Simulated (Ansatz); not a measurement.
# MnSi (rocksalt type): how the settings move a single-point run

Aim: see which settings change the result for MnSi (rocksalt type), by how much, and at what cost.

Computed with Ansatz 0.2.0 (reference: DFT, PBE, PAW with Ansatz's default frozen-core files, scalar-relativistic, unless a step's input says otherwise).

1 further run of the same task is left out (set aside as unsound or not needed).

## 1. The structure to begin with

Symmetry: I4/mmm, No. 139, tetragonal system. The conventional cell has a = 3.443 Å, b = 3.443 Å, c = 4.797 Å, α = 90.00°, β = 90.00°, γ = 90.00°. Around Mn (site symmetry 4/mmm) lie 6 Si at 2.40 to 2.43 Å. Around Si (site symmetry 4/mmm) lie 6 Mn at 2.40 to 2.43 Å.

Coordinates:

```
Mn Si
1.0
     0.00000    2.43470    2.39827
     2.43470    0.00000    2.39827
     2.43470    2.43470    0.00000
Mn Si
1 1
Direct
  0.00000 0.00000 0.00000
  0.50000 0.50000 0.50000
```

## 2. Baseline

input.yaml reads:

```yaml
crystal:
  lattice:
    - [0.0, 2.4346995812, 2.3982705414]
    - [2.4346995812, 0.0, 2.3982705414]
    - [2.4346995812, 2.4346995812, 0.0]
  atoms:
    - { symbol: Mn, position: [0.0, 0.0, 0.0], spin: 4.0 }
    - { symbol: Si, position: [0.5, 0.5, 0.5] }
magnetization:
  spin_polarized: true
kpoints:
  mp_grid: { grid: [15, 15, 15] }
scf:
  occupations: { method: fermi_dirac, width: 0.05 }
hamiltonian:
  xc: pbe
  pseudopotentials: { kind: paw }
output:
  forces: true
  stress: true
  eigenvalues: true
  efg: { contact_densities: true }
  write_density: true
  write_potential: true
  elf: true
  volumetric_format: npy
```

Launch:

```sh
> ansatz run input.yaml --threads 1 --pin off --max-ram 3072MiB --backend cpu --events-out ev --progress --plain --runs-dir out
```

## 3. Variant: chi_scale 0.0

input.yaml: that of step 2 with these lines changed.

```diff
@@ -14,2 +14,3 @@
   occupations: { method: fermi_dirac, width: 0.05 }
+  initial_density: { chi_scale: 0.0 }
 hamiltonian:
@@ -22,5 +23 @@
   efg: { contact_densities: true }
-  write_density: true
-  write_potential: true
-  elf: true
-  volumetric_format: npy
```

Before running it: what results should come out? Wanted: for each run, ending; energy change; pressure; abs. moment; force.

**Answer**, as computed:

```tsv
run	ending	energy change	pressure (GPa)	abs. moment (μB)	force (eV/Å)	cycles	time
reference	converged	0	0.1	2.83	0.00	11	31 s
1: chi_scale 0.0	converged	0.0 meV/atom	0.1	2.83	0.00	11	27 s
```

Times don't compare one to one where runs were asked for different outputs or read a saved state (see the inputs); cycles may leave out searches for a lower state.

Residual by cycle in the longest SCF loop of each run; runs are numbered as in the table. The quantity is the density residual dr2, in eV.

```tsv
cycle	reference	run 1
1	0.975	0.975
2	0.039	0.039
3	0.00979	0.00979
4	0.0354	0.0354
5	0.197	0.197
6	5.2e-4	5.2e-4
7	0.00112	0.00112
8	2.5e-5	2.5e-5
9	1.9e-7	1.9e-7
10	3.6e-8	3.6e-8
11	2.8e-11	2.9e-11
```

Energy and cycle count are those of the reference, so the change (start) left the result and the number of cycles as they were.
